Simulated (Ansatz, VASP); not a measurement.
**One calculation of Pb, two programs**

```xyz
4
Lattice="3.3300 0.0000 0.0000 -1.6650 2.8839 0.0000 0.0000 0.0000 11.9029" Properties=species:S:1:pos:R:3 pbc="T T T"
Pb    0.0000    0.0000    0.0000
Pb    0.0000    1.9226    2.9757
Pb    0.0000    0.0000    5.9514
Pb    1.6650    0.9613    8.9272
```

Change from the starting cell: biaxial strain in the a-b plane, c and atoms relaxed: -4.5 %.

Alike in both runs: functional PBEsol; k mesh 18 × 18 × 6; occupations gaussian, width 0.1 eV; no spin polarisation.

Ansatz relaxed the structure, and its values are those at the end. VASP's run is a single point on that final structure, the one shown.

|  | VASP | Ansatz |
| --- | --- | --- |
| version | VASP 6.6.1 | Ansatz 0.2.0 |
| potentials or method | VASP PAW PBE potentials, release 64 (Pb_d) | scalar-relativistic, plane waves, PAW |
| plane-wave cutoff (eV) | 520 | 420 |
| valence electrons in the cell | 56 | 56 |

Ansatz gave:

| Item | Value |
| --- | --- |
| gap on the k mesh at the Fermi level (eV) | none |
| pressure (GPa) | 3.0 |

Problem. Which values does VASP return?

Solution. gap on the k mesh at the Fermi level (eV): none; pressure (GPa): 2.9.

A gap of «none» marks a metal or a gap that the smearing closes.

Caveats: the PAW data sets were made with another functional, which shifts forces and pressure a little (VASP). The runs have no spin-orbit coupling, so splittings on Pb are missing.
